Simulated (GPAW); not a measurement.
# How the form of the self-energy moves the gap of GaP (F-43m)

Aim: compare treatments of exchange, screening and correlation for the gap of GaP (F-43m).

Method: LDA and many-body steps on it, plane waves, in GPAW 26.7.0.

**The experiments to reproduce.**

- Gap 2.25 ± 0.04 eV: optical gap from Tauc plot (fundamental, indirect); spectroscopic ellipsometry, Tauc-Lorentz fit and Tauc plot; 300 K; film (GaP layer on Si reference sample) on Si (“Assessment of GaPSb/Si tandem material association properties for photoelectrochemical cells”, 2020, arxiv:2002.02774).

Most raw output is cut from this account.

## (1) Set-up

The structure is cubic, space group F-43m (No. 216). Conventional cell: a = 5.450 Å, b = 5.450 Å, c = 5.450 Å, α = 90.00°, β = 90.00°, γ = 90.00°. Ga has 4 P at 2.36 Å nearest. Nearest to P lie 4 Ga at 2.36 Å. Farther neighbours are not listed.

Coordinates:

```xyz
2
Lattice="0.0000 2.7252 2.7252 2.7252 0.0000 2.7252 2.7252 2.7252 0.0000" Properties=species:S:1:pos:R:3 pbc="T T T"
Ga    0.0000    0.0000    0.0000
P     1.3626    1.3626    1.3626
```

The cell and positions come from the Crystallography Open Database and are kept as given unless a step says otherwise.

## (2) Empty states on the mesh, 6×6×6 mesh, 222 bands

This step: GPAW 26.7.0; DFT, LDA, plane waves, PAW.

The sums over transitions need many empty states on a uniform mesh; this step solves for them.

File run.py:

```python
import json
import numpy as np
from gpaw.mpi import world
from gpaw import GPAW

calc = GPAW('gs.gpw').fixed_density(kpts={'size': (6, 6, 6), 'gamma': True},
    parallel={'domain': 1, 'band': 1},
    txt='nscf.txt')
calc.diagonalize_full_hamiltonian(nbands=222)
calc.write('full.gpw', mode='all')
res = {}
kpts = calc.get_ibz_k_points()
res['kpts'] = kpts
res['eigenvalues'] = [calc.get_eigenvalues(kpt=k) for k in range(len(kpts))]
res['n_electrons'] = calc.get_number_of_electrons()

if world.rank == 0:
    with open('result.json', 'w') as f:
        json.dump(res, f, default=lambda x: x.tolist())
```

The run is started by

```sh
$ mpirun -n 4 gpaw python run.py
```

Elapsed: 6.9 s, on 4 MPI ranks of Intel Xeon 6975P-C (Granite Rapids), shared host; peak memory 0.98 GiB; 24 s of CPU time.

Numbers from this step:

```
gap                                                           : 1.514 eV
k of the valence top                                          : 0, 0, 0
k of the conduction bottom                                    : 0.5, 0.5, 0
least direct gap                                              : 1.687 eV
k points computed                                             : 16
lowest point of the top converged band, above the valence top : 164.0906 eV
```

On this mesh the gap is 1.514 eV.

## (3) G0W0, Godby-Needs plasmon pole

G0W0 replaces the xc potential by the self-energy, built once from these orbitals. Only a window of levels is corrected, while the sums run over the empty bands that the input names.

This step: G0W0 with a vertex from the rALDA kernel on LDA, plane waves, PAW.

File run.py:

```python
import json
import numpy as np
from gpaw.mpi import world
from gpaw.response.g0w0 import G0W0

gw = G0W0('full.gpw',
    filename='gw',
    kpts=[0, 12],
    bands=(2, 6),
    ecut=175,
    nbands=212,
    integrate_gamma='WS',
    ppa=True,
    xc='rALDA',
    fxc_mode=None,
    fxc_modes=['GWP', 'GWS', 'GWG'],
    do_GW_too=True)
gw.calculate()
res = {mode: {k: v for k, v in r.items() if k != 'sigma_eskwn'}
       for mode, r in gw.all_results.items()}

if world.rank == 0:
    with open('result.json', 'w') as f:
        json.dump(res, f, default=lambda x: x.tolist())
```

The run is started by

```sh
$ mpirun -n 4 gpaw python run.py
```

Wall time 14 min (4 MPI ranks); peak memory 3 GiB.

Numbers from this step:

```yaml
gap_with_the_vertex_in_the_polarisability: 2.143 eV
gap_with_the_vertex_in_the_self_energy: 2.285 eV
gap_with_the_vertex_in_both: 2.227 eV
g0w0_gap_on_the_points_computed: 2.204 eV
least_direct_g0w0_gap_on_the_computed_points: 2.914 eV
z_at_the_valence_top: 0.7744
z_at_the_conduction_bottom: 0.8010
starting_gap_on_the_mesh: 1.514 eV
k_of_the_valence_top: 0, 0, 0
k_of_the_conduction_bottom: 0.5, 0.5, 0
```

The gap on the mesh goes from 1.51 eV to 2.20 eV, a correction of +0.69 eV.

## (4) G0W0 with rALDA vertex

Changes to run.py since step 3:

```diff
@@ -9,4 +9,4 @@
     bands=(2, 6),
-    ecut=175,
-    nbands=212,
+    ecut=105,
+    nbands=98,
     integrate_gamma='WS',
@@ -14,5 +14,3 @@
     xc='rALDA',
-    fxc_mode=None,
-    fxc_modes=['GWP', 'GWS', 'GWG'],
-    do_GW_too=True)
+    fxc_mode='GWG')
 gw.calculate()
```

The run is started by

```sh
$ mpirun -n 4 gpaw python run.py
```

It took 2 min on 4 MPI ranks; peak memory 1.9 GiB; 7.1 min of CPU time.

This step gave:

- quasiparticle gap on the points computed: 2.203 eV
- least direct quasiparticle gap on the computed points: 2.855 eV
- Z at the valence top: 0.7828
- Z at the conduction bottom: 0.8116
- starting gap on the mesh: 1.514 eV
- k of the valence top: 0, 0, 0
- k of the conduction bottom: 0.5, 0.5, 0

Against G0W0 in GPAW (6×6×6 mesh, 212 bands, screening to 175 eV, Godby-Needs plasmon pole), the gap moves by −0.001 eV.

## (5) The runs together

Times are wall times on 4 MPI ranks of Intel Xeon 6975P-C (Granite Rapids), shared host, good to a factor of about two.

```tsv
run	mesh	bands	screening cutoff (eV)	DFT gap (eV)	gap on the mesh (eV)	direct (eV)	time
G0W0, Godby-Needs plasmon pole	6×6×6	212	175	1.514	2.204	2.914	14 min
G0W0 with rALDA vertex	6×6×6	98	105	1.514	2.203	2.855	2 min
```

## (6) Results

| Property | Result |
| --- | --- |
| G0W0, Godby-Needs plasmon pole | 2.204 eV |
| G0W0 with rALDA vertex | 2.203 eV |
| known limits | not at the basis limit; no spin-orbit coupling |

**Reading.** G0W0 with rALDA vertex: no change against G0W0, Godby-Needs plasmon pole, at other bands or cutoff, so not like for like. With the rALDA kernel as a vertex the gap is 2.14 eV (in the polarisability), 2.28 eV (in the self-energy) and 2.23 eV (in both), against 2.20 eV without. Against experiment, by G0W0, Godby-Needs plasmon pole: the gap of 2.20 eV lies −0.05 eV from the measured 2.25 ± 0.04 eV (indirect, 300 K, on Si, 2020). These are gaps on the mesh, at modest bands and cutoff. The calculation has static nuclei and no excitons; a measured gap holds zero-point and thermal motion, which mostly lowers it. Bands and cutoff are finite, so the gap is not at the basis limit. The miss can reach some tenths of an eV and take either sign; the mesh is an error of its own. These stock PAW sets were not made for GW; the filled d or f shell of Ga lies in the frozen core, which bears on start and correction. In the G0W0 runs levels were corrected at 2 k points alone, so a gap called «on the mesh» is the least over those, and an edge elsewhere would be missed. The many-body steps are scalar-relativistic: spin-orbit coupling is not in them.

[Paths, hosts, dates, memory and timing lines, banners, echoed tables and standing remarks are left out of the program output.]

[Logs are printed without paths, hosts, clocks, repeated set-up lines and the standing remarks that a program may print on its own settings, such as how far it seeks lower states.]

[Runs of the session that timed out or met a known fault of the program may be left out.]

[Hosts, paths, dates, database ids (printed as entryN), source tags and the programs' standing remarks are cut or masked in the printed files.]
